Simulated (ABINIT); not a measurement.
InAs: band structure with OLYP

**The experiment to reproduce.**

A printed reference work, data compilation reports, for a bulk crystal of InAs at 4.2 K: band gap 0.418 eV (direct).

Crystal: InAs.

```
CELL_PARAMETERS angstrom
0.00000 3.01800 3.01800
3.01800 0.00000 3.01800
3.01800 3.01800 0.00000
ATOMIC_POSITIONS crystal
In 0.00000 0.00000 0.00000
As 0.75000 0.75000 0.75000
```

```
Program                                         : ABINIT 10.8.3 (patched build)
Task                                            : band structure
Functional                                      : OLYP
Potentials or basis                             : JTH PAW PBE v2.0 sp
Cutoff                                          : 408 eV
k mesh                                          : 8 × 8 × 8
Occupations                                     : fermi-dirac, width 0.05 eV
Spin                                            : no spin polarisation
Fine-grid cutoff                                : 816.342 eV
Exchange and correlation inside the PAW spheres : full angular mesh (pawxcdev 0, this build's default; the released program takes 1)
```

```json
{
 "Band gap on the k mesh": "0.14 eV, direct"
}
```

Levels at the corners of the path, in eV from the valence-band top:
```
point  band 2  band 3  band 4  band 5  band 6  band 7
    Γ    0.00    0.00    0.00    0.14    4.11    4.11
    X   -5.75   -2.25   -2.25    2.01    2.36    9.47
    W   -5.61   -2.84   -2.72    4.36    4.71    5.33
    K   -5.61   -3.12   -1.89    2.48    4.57    7.65
    Γ    0.00    0.00    0.00    0.14    4.11    4.11
    L   -5.62   -0.96   -0.96    1.26    4.90    4.90
    U   -5.61   -3.12   -1.89    2.48    4.57    7.65
    W   -5.61   -2.84   -2.72    4.36    4.71    5.33
    L   -5.62   -0.96   -0.96    1.26    4.90    4.90
    K   -5.61   -3.12   -1.89    2.48    4.57    7.65
```

Run time: 29 s on 1 thread of Arm Neoverse V1, on a shared host, peak memory 0.12 GiB.

Against the measured gap of InAs, 0.418 eV (direct; 4.2 K; a printed reference work, data compilation), the calculated 0.14 eV is off by -0.27 eV. Spin-orbit coupling on As, In is left out. The value is that of OLYP, without temperature or zero-point motion.

Caveat: spin-orbit coupling is left out, which moves the levels of the heavy elements; this set keeps more shells in the core, which shifts pressures and gaps; the atomic spheres overlap.
